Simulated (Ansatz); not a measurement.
# WC (Fm-3m) in Ansatz: a series of runs

The runs below take WC through single point, with PBEsol.

Everything below comes from runs of Ansatz 0.2.0. Logs are shortened: lines on timing, memory, paths and dates and some standing lists are left out, and cuts for length are marked.

### Step 1. Starting point

Symmetry: Fm-3m, No. 225, cubic system. The conventional cell has a = 4.385 Å, b = 4.385 Å, c = 4.385 Å, α = 90.00°, β = 90.00°, γ = 90.00°. W (site symmetry m-3m) is surrounded by 6 C at 2.19 Å. C (site symmetry m-3m) has 6 W at 2.19 Å as nearest neighbours.

Measurements of this composition are mostly on another form, of space group No. 187.

### Step 2. Single point, PBEsol, 9.91 Å³/atom (volume scaled by 0.94)

File input.yaml:

```yaml
crystal:
  lattice:
    - [0.0, 2.1479227872, 2.1479227872]
    - [2.1479227872, 0.0, 2.1479227872]
    - [2.1479227872, 2.1479227872, 0.0]
  atoms:
    - { symbol: W, position: [0.0, 0.0, 0.0] }
    - { symbol: C, position: [0.5, 0.5, 0.5] }
kpoints:
  mp_grid: { grid: [10, 10, 10] }
scf:
  occupations: { method: fermi_dirac, width: 0.05 }
hamiltonian:
  xc: pbesol
  pseudopotentials: { kind: all_electron, lapw: { basis_error: 0.0005 } }
output:
  forces: true
  stress: true
  eigenvalues: true
```

Potentials or basis: all-electron LAPW, scalar-relativistic.

Started as:

```bash
$ ansatz run input.yaml --threads 1 --pin off --max-ram 3072MiB --backend cpu --events-out ev --progress --plain --runs-dir out
```

What it wrote:

```text
Warning: RAYON_NUM_THREADS=1 ignored (pool sized by the plan → 1); use --threads N
LAPW: plane waves up to 10.005 Å⁻¹, error target 5.0e-4 eV per atom; small_component_spin mean_spin; C in spheres of 0.883 Å, 6 of its electrons in bands, Dirac shells []; W in spheres of 1.265 Å, 44 of its electrons in bands, Dirac shells [] (how accurate: hamiltonian.pseudopotentials.lapw.basis_error, Limitations)
Engine: ansatz 0.2.0, aarch64-unknown-linux-gnu
Pseudopotentials: kind: all_electron
Pseudopotential: W, LAPW, valence charge 44, lapw/all_electron/scalar/gaussian/W, Koelling and Harmon's equation, gaussian nucleus
Pseudopotential: C, LAPW, valence charge 6, lapw/all_electron/scalar/gaussian/C, Koelling and Harmon's equation, gaussian nucleus
Functional definition: PBEsol
  exchange = pbesol_x
  correlation = pbesol_c
Crystal: 2 atoms, lattice volume = 19.819 Å³
Basis set: ecut = 381.3749995165797 eV, 331 PW (Γ), exchange–correlation at level 2
Bands: 30, of which v1, the nominal top of the filled ones, is band 25 counted from 1 (24 counted from 0)
Symmetry: 48 space group operations
Space group: Fm-3m (ITA 225), of the structure as read, at distance tolerance 2.7e-5 Å
k-points: 47 of 1000
Non-local potential: W, projectors of the file, none
Non-local potential: C, projectors of the file, none
Initial density: superposition of atomic densities (chi_scale 0.1, normalization cell, long waves kept (reshape's long-wave potential 0.00 eV rms))
Initial wavefunctions: plane waves of lowest kinetic energy (no species holds an atomic orbital)
Functional: x = pbesol(κ = 0.804, μ = 0.12345679012345678), c = pbesol(β = 0.046)
iter 1 solved again at ethr=9.80e-3 eV; its pass at ethr=1.00e-1 eV (dr2=4.90e0 eV) is discarded
SCF iter   1: F=—  HF=-440108.009581 eV  |F-HF|=—  |Δ(HF+E_count)|=         —  Δρ=1.43e-1  dr2=4.90e0  ethr=9.80e-3  ⟨swp⟩=2.0  Hψ=8785  notcnv=0
preconditioner: auto → Kerker (q_TF=auto, 3.183 Å⁻¹)  [metal: Δε(μ)=0.035 eV  Ē_g=27.750 eV  σ=0.050 eV  W_gap=0.17  n_scr=14 (ndim 8)  ℏωp=45.7 eV  f_vac=0.000  D(μ)=1.07/eV (n_scr^D=14)]
iter 2 solved again at ethr=3.52e-4 eV; its pass at ethr=9.80e-3 eV (dr2=1.76e-1 eV) is discarded
SCF iter   2: F=—  HF=-440106.220888 eV  |F-HF|=—  |Δ(HF+E_count)|=    1.79e0  Δρ=2.88e-2  dr2=1.76e-1  ethr=3.52e-4  ⟨swp⟩=2.0  Hψ=7176  notcnv=0
preconditioner: auto → none  [insulator: Δε(μ)=0.115 eV  Ē_g=29.096 eV  σ=0.050 eV  W_gap=0.51  n_scr=14 (ndim 8)  ℏωp=45.7 eV  f_vac=0.000  D(μ)=0.66/eV (n_scr^D=0)  ε∞_Penn≈3.5]
SCF iter   3: F=—  HF=-440106.170814 eV  |F-HF|=—  |Δ(HF+E_count)|=         —  Δρ=1.15e-2  dr2=9.11e-3  ethr=3.52e-4  ⟨swp⟩=2.8  Hψ=4348  notcnv=0
the basis was enlarged: its passes take 465.8 KiB over the memory plan, 1 of 1 planned eigensolver slots
SCF iter   4: F=—  HF=-440106.168262 eV  |F-HF|=—  |Δ(HF+E_count)|=   2.55e-3  Δρ=3.67e-3  dr2=8.23e-4  ethr=1.82e-5  ⟨swp⟩=2.9  Hψ=4261  notcnv=0
SCF iter   5: F=—  HF=-440106.162461 eV  |F-HF|=—  |Δ(HF+E_count)|=   5.80e-3  Δρ=1.19e-3  dr2=2.10e-4  ethr=1.65e-6  ⟨swp⟩=3.0  Hψ=4314  notcnv=0
SCF iter   6: F=—  HF=-440106.162431 eV  |F-HF|=—  |Δ(HF+E_count)|=   3.06e-5  Δρ=3.40e-4  dr2=2.79e-5  ethr=4.20e-7  ⟨swp⟩=3.0  Hψ=4242  notcnv=0
SCF iter   7: F=-440106.162419 eV  HF=-440106.162419 eV  |F-HF|=2.92e-8  |Δ(HF+E_count)|=   1.17e-5  Δρ=1.69e-5  dr2=5.91e-8  ethr=5.58e-8  ⟨swp⟩=2.6  Hψ=4133  notcnv=0
SCF 1 converged in 7 iterations: F = -440106.162419 eV  dr2 = 5.91e-8
SCF converged after 7 iterations
Free energy (F): -440106.162419 eV
Harris-Foulkes:  -440106.162419 eV  (|F-HF|=2.92e-8)
Internal energy: -440106.156416 eV  (E = F + TS)
E sigma→0 (E₀):  -440106.159417 eV
Entropy (-TS):   -0.006003 eV (-3.002 meV/atom)
Fermi energy:    28.550002 eV
--- Per-component energies (eV) ---
  E_band       = -4827.520872
  E_kinetic    = 492729.222805
  E_xc         = -8848.840274
  E_electrostatic = -923986.538947  (all electrons and nuclei)
  E_smearing   = -0.006003  (= −TS)
  E_closure    = 0.000000  (closes the sum)
  E_atoms      = -440084.679543  (free atoms, spherical and without spin; not in F)
  Σ components = -440106.162419   (vs F -440106.162419, Δ=0.00e0)
  Basis errors (estimates in eV, not in F): energy 1.8e-4 per atom: plane waves 1.6e-4 (9.2e-5 summed), levels above the bands 3.9e-85, relativity 9.8e-9, radial functions 2.0e-5, core shells 3.2e-7; eigenvalues (radial functions only) 1.9e-6; not estimated: angular momenta, meshes, grids; target (lapw.basis_error) 5.0e-4; muffin-tin radii C 0.883 Å, W 1.265 Å
--- Forces (eV/Å), atoms counted from 1 ---
  atom   1  W     -0.00000000     0.00000000    -0.00000000
  atom   2  C      0.00000000    -0.00000000    -0.00000000
  max |Σ_I F_I| component: 2.91e-30 eV/Å
--- Stress (GPa, compression-positive) ---
       14.206317       0.000000       0.000000
        0.000000      14.206317      -0.000000
        0.000000      -0.000000      14.206317
  P = ⅓ Tr σ = 14.2063 GPa (142.063 kbar)
--- Band table (eV; the first three rows and the last of 47) ---
  k-point 0: bands = ["-390.2876", "-390.2876", "-390.2876", "-236.6895", "-205.5832", "-205.5832", "-205.5710", "-205.5710", "-205.5710", "-46.7817", "-10.8065", "-10.8065", "-10.8065", "-0.9695", "-0.9695", "-0.9695", "-0.9507", "-0.9311", "-0.9311", "-0.9311", "12.1693", "25.4895", "25.4895", "25.4895", "27.3533", "27.3533", "27.3533", "27.4618", "27.4618", "35.6632"]
  k-point 1: bands = ["-390.2876", "-390.2876", "-390.2876", "-236.6895", "-205.5832", "-205.5832", "-205.5710", "-205.5710", "-205.5710", "-46.7769", "-10.8817", "-10.8143", "-10.8143", "-0.9699", "-0.9678", "-0.9678", "-0.9492", "-0.9333", "-0.9333", "-0.9310", "12.4747", "24.5522", "25.0405", "25.0405", "26.1760", "26.1760", "27.7431", "29.6818", "29.6818", "36.1651"]
  k-point 2: bands = ["-390.2876", "-390.2876", "-390.2876", "-236.6895", "-205.5832", "-205.5832", "-205.5710", "-205.5710", "-205.5710", "-46.7642", "-11.0744", "-10.8346", "-10.8346", "-0.9711", "-0.9635", "-0.9635", "-0.9451", "-0.9388", "-0.9388", "-0.9307", "13.3330", "22.8512", "23.5802", "23.5802", "26.8089", "26.8089", "28.2457", "32.2087", "32.2087", "37.1664"]
  k-point 46: bands = ["-390.2876", "-390.2876", "-390.2876", "-236.6895", "-205.5832", "-205.5832", "-205.5710", "-205.5710", "-205.5710", "-46.7140", "-11.3389", "-11.2136", "-11.0786", "-0.9556", "-0.9553", "-0.9552", "-0.9533", "-0.9507", "-0.9492", "-0.9298", "15.3413", "22.0567", "22.1255", "22.2666", "28.1517", "29.8146", "31.0464", "32.1587", "34.1124", "40.3975"]
```

It took 12 s on 1 thread of Arm Neoverse V2, shared host; peak memory 0.34 GiB.

What came out:

- Free energy: -440106.1624 eV
- Pressure: 14.2 GPa
- Band gap on the k mesh: none (metal or under the smearing width)

### Step 3. Single point, PBEsol, 10.12 Å³/atom (volume scaled by 0.96)

Changes to input.yaml since step 2:

```diff
@@ -2,5 +2,5 @@
   lattice:
-    - [0.0, 2.1479227872, 2.1479227872]
-    - [2.1479227872, 0.0, 2.1479227872]
-    - [2.1479227872, 2.1479227872, 0.0]
+    - [0.0, 2.1630495024, 2.1630495024]
+    - [2.1630495024, 0.0, 2.1630495024]
+    - [2.1630495024, 2.1630495024, 0.0]
   atoms:
```

Potentials or basis: all-electron LAPW, scalar-relativistic.

Started as:

```bash
$ ansatz run input.yaml --threads 1 --pin off --max-ram 3072MiB --backend cpu --events-out ev --progress --plain --runs-dir out
```

Wall time 14 s (1 thread of Arm Neoverse V2, shared host); peak memory 0.34 GiB.

It converged, with:

```
Free energy            : -440106.1877 eV
Pressure               : 5.2 GPa
Band gap on the k mesh : none (metal or under the smearing width)
```

### Step 4. Single point, PBEsol, 10.33 Å³/atom (volume scaled by 0.98)

Changes to input.yaml since step 3:

```diff
@@ -2,5 +2,5 @@
   lattice:
-    - [0.0, 2.1630495024, 2.1630495024]
-    - [2.1630495024, 0.0, 2.1630495024]
-    - [2.1630495024, 2.1630495024, 0.0]
+    - [0.0, 2.1779675566, 2.1779675566]
+    - [2.1779675566, 0.0, 2.1779675566]
+    - [2.1779675566, 2.1779675566, 0.0]
   atoms:
```

Started as:

```bash
$ ansatz run input.yaml --threads 1 --pin off --max-ram 3072MiB --backend cpu --events-out ev --progress --plain --runs-dir out
```

Run time: 13 s. Hardware: 1 thread of Arm Neoverse V2, shared host; peak memory 0.34 GiB.

The run converged. Its results:

| Property | Result |
| --- | --- |
| Free energy | -440106.1904 eV |
| Pressure | -2.9 GPa |
| Band gap on the k mesh | none (metal or under the smearing width) |

### Step 5. Single point, PBEsol, 10.54 Å³/atom

Changes to input.yaml since step 4:

```diff
@@ -2,5 +2,5 @@
   lattice:
-    - [0.0, 2.1779675566, 2.1779675566]
-    - [2.1779675566, 0.0, 2.1779675566]
-    - [2.1779675566, 2.1779675566, 0.0]
+    - [0.0, 2.192684, 2.192684]
+    - [2.192684, 0.0, 2.192684]
+    - [2.192684, 2.192684, 0.0]
   atoms:
```

Started as:

```bash
$ ansatz run input.yaml --threads 1 --pin off --max-ram 3072MiB --backend cpu --events-out ev --progress --plain --runs-dir out
```

Wall time 13 s (1 thread of Arm Neoverse V2, shared host); peak memory 0.34 GiB.

It converged, with:

```yaml
Free_energy: -440106.1729 eV
Pressure: -10.2 GPa
Band_gap_on_the_k_mesh: none (metal or under the smearing width)
```

### Step 6. Single point, PBEsol, 10.75 Å³/atom (volume scaled by 1.02)

Changes to input.yaml since step 5:

```diff
@@ -2,5 +2,5 @@
   lattice:
-    - [0.0, 2.192684, 2.192684]
-    - [2.192684, 0.0, 2.192684]
-    - [2.192684, 2.192684, 0.0]
+    - [0.0, 2.2072055093, 2.2072055093]
+    - [2.2072055093, 0.0, 2.2072055093]
+    - [2.2072055093, 2.2072055093, 0.0]
   atoms:
```

Potentials or basis: all-electron LAPW, scalar-relativistic.

Started as:

```bash
$ ansatz run input.yaml --threads 1 --pin off --max-ram 3072MiB --backend cpu --events-out ev --progress --plain --runs-dir out
```

Wall time 13 s (1 thread of Arm Neoverse V2, shared host); peak memory 0.34 GiB.

Results (log left out):

| Item | Value |
| --- | --- |
| Free energy | -440106.1373 eV |
| Pressure | -16.7 GPa |
| Band gap on the k mesh | none (metal or under the smearing width) |

### Step 7. Single point, PBEsol, 10.96 Å³/atom (volume scaled by 1.04)

Changes to input.yaml since step 6:

```diff
@@ -2,5 +2,5 @@
   lattice:
-    - [0.0, 2.2072055093, 2.2072055093]
-    - [2.2072055093, 0.0, 2.2072055093]
-    - [2.2072055093, 2.2072055093, 0.0]
+    - [0.0, 2.2215384142, 2.2215384142]
+    - [2.2215384142, 0.0, 2.2215384142]
+    - [2.2215384142, 2.2215384142, 0.0]
   atoms:
```

Started as:

```bash
$ ansatz run input.yaml --threads 1 --pin off --max-ram 3072MiB --backend cpu --events-out ev --progress --plain --runs-dir out
```

Wall time 13 s (1 thread of Arm Neoverse V2, shared host); peak memory 0.33 GiB.

It converged, with:

```yaml
Free_energy: -440106.0854 eV
Pressure: -22.6 GPa
Band_gap_on_the_k_mesh: none (metal or under the smearing width)
```

### Step 8. Single point, PBEsol, 11.17 Å³/atom (volume scaled by 1.06)

Changes to input.yaml since step 7:

```diff
@@ -2,5 +2,5 @@
   lattice:
-    - [0.0, 2.2215384142, 2.2215384142]
-    - [2.2215384142, 0.0, 2.2215384142]
-    - [2.2215384142, 2.2215384142, 0.0]
+    - [0.0, 2.2356887219, 2.2356887219]
+    - [2.2356887219, 0.0, 2.2356887219]
+    - [2.2356887219, 2.2356887219, 0.0]
   atoms:
```

Started as:

```bash
$ ansatz run input.yaml --threads 1 --pin off --max-ram 3072MiB --backend cpu --events-out ev --progress --plain --runs-dir out
```

Run time: 15 s. Hardware: 1 thread of Arm Neoverse V2, shared host; peak memory 0.34 GiB.

It converged, with:

```
Free energy            : -440106.0189 eV
Pressure               : -27.8 GPa
Band gap on the k mesh : none (metal or under the smearing width)
```
